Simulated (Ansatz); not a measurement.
Something may be wrong with this Ansatz 0.2.0 calculation of Co.

The input input.yaml:

```yaml
crystal:
  lattice:
    - [1.9898919, 0.0, 0.0]
    - [-0.99494595, 1.72329694, 0.0]
    - [0.0, 0.0, 3.2506316]
  atoms:
    - { symbol: Co, position: [0.3333333333, 0.6666666667, 0.740139] }
    - { symbol: Co, position: [0.6666666667, 0.3333333333, 0.259861] }
hamiltonian:
  xc: pbesol
  pseudopotentials: { kind: paw }
magnetization:
  spin_polarized: true
  initial_magnetization: 0.0
  spin_locking: { lock_magnetization: hard }
kpoints:
  mp_grid: { grid: [10, 10, 6] }
scf:
  occupations: { method: fermi_dirac, width: 0.05 }
  max_iter: 80
output:
  forces: true
  stress: true
  eigenvalues: true
```

Potentials or basis: Ansatz PAW.

Command:

```console
$ ansatz run input.yaml --threads 2 --pin off --max-ram 5632MiB --backend cpu --events-out ev --progress --plain --runs-dir out
```

Output:

```text
Warning: output.stress: scf.convergence.dr2_threshold = 1e-7 eV (the SCF's general default) is looser than the 2e-10 eV advised for a printed stress (1e-10 eV for each atom of the cell: 2). What an SCF threshold leaves in a stress goes as its square root, and in the free energy as the threshold itself, and one threshold admits the most on a small cell: of the crystals measured, under no hybrid functional and no lock of the moments, on runs that ended without the residual-converged pass, on stresses that held no estimate of that error, the worst erred by over 100 MPa in a component at 1e-7 eV an atom and by under 5 at 1e-10. Set scf.convergence.dr2_threshold to 2e-10 eV or tighter. The threshold is an SCF's pass mark: one that does not reach it within its budget of iterations ends unconverged, or closes short of it on a stop that the run arms, and scf.convergence.dr2_threshold's page says what that costs each kind of run
Warning: RAYON_NUM_THREADS=2 ignored (pool sized by the plan → 2); use --threads N
Engine: ansatz 0.2.0, aarch64-unknown-linux-gnu
Pseudopotentials: kind: paw
Pseudopotential: Co, paw, valence charge 17, recommended cutoff 420 eV (normal), Co.paw.azcp
Functional definition: PBEsol
  exchange = pbesol_x
  correlation = pbesol_c
Crystal: 2 atoms, lattice volume = 11.147 Å³
Basis set: ecut = 420 eV, 233 PW (Γ), exchange–correlation on 30×30×48 points (8 copies of the dense FFT grid, shifted against one another)
Bands: 21, of which v1, the nominal top of the filled ones, is band 17 counted from 1 (16 counted from 0)
Symmetry: 12 space group operations
Space group: P-3m1 (ITA 164), of the structure as read, at distance tolerance 2.2e-5 Å
k-points: 72 of 600
[... 32 lines left out ...]
  E_band       = 158.282663
  E_kinetic    = 972.188435
  E_local      = -3707.117457  (includes V_loc(G=0)·N_el)
  E_nonlocal   = 959.968307
  E_hartree    = 1707.004139
  E_xc         = -332.760556
  E_vxc        = -432.127337  (∫ρ·V_xc dr)
  E_paw        = -3005.064585  (= ΣΔE_a)
  E_vpaw       = -1048.634405  (= ΣTr[D̂ρ^β])
  E_aug_tail   = 0.000097  (compensation charges beyond the density's cutoff)
  E_ewald      = -6770.200428
  E_core_change = 0.376838  (= ΣΔE_core)
  E_smearing   = -0.018195  (= −TS)
  E_closure    = -0.000000  (closes the sum)
  Σ components = -10175.623403   (vs F -10175.623403, Δ=0.00e0)
--- Forces (eV/Å), atoms counted from 1 ---
  atom   1  Co     0.00000000     0.00000000     5.19324283
  atom   2  Co    -0.00000000    -0.00000000    -5.19324283
  max |Σ_I F_I| component: 8.88e-16 eV/Å
--- Stress (GPa, compression-positive) ---
      624.278502       0.000000       0.000000
       -0.000000     624.278502      -0.000000
        0.000000      -0.000000     618.929301
  P = ⅓ Tr σ = 622.4954 GPa (6224.954 kbar)
[... 6 lines left out ...]
```

Q: Diagnose the run.

A: The run converged. The input holds a flaw that was put in on purpose: a lattice far too small (crystal.lattice = [[1.9898919, 0.0, 0.0], [-0.99494595, 1.72329694, 0.0], [0.0, 0.0, 3.2506316]]). The program doesn't stop on it, so the numbers can't be trusted though the run ends normally.
